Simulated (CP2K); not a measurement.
Au:

```
Au
1.0
     2.87792    0.00000    0.00000
     1.43896    2.49236    0.00000
     1.43896    0.83079    2.34982
Au
1
Direct
  0.00000 0.00000 0.00000
```

Base run:

| Property | Result |
| --- | --- |
| Program | CP2K 2026.2 |
| Functional | AM05 |
| Potentials or basis | POTENTIAL_UZH Au GTH-PBE-q11; TZVP-MOLOPT-PBE-GTH basis |
| Density cutoff | 9524 eV |
| k mesh | 11 × 11 × 11 |
| Occupations | fermi-dirac, width 0.05 eV |
| Spin | no spin polarisation |

Its results: band gap on the k mesh none (metal or under the smearing width); pressure 7.5 GPa.

After a change of settings the same cell gave: band gap on the k mesh none (metal or under the smearing width); pressure 10.6 GPa. Which change was it?
A. functional from AM05 to WC
B. functional from AM05 to optB88-vdW
C. functional from AM05 to TPSS
D. functional from AM05 to PBE

A.

Caveats: the potentials were made for another functional, which shifts forces and pressure; the basis of atomic orbitals isn't converged, which shifts pressures, moduli and gaps.
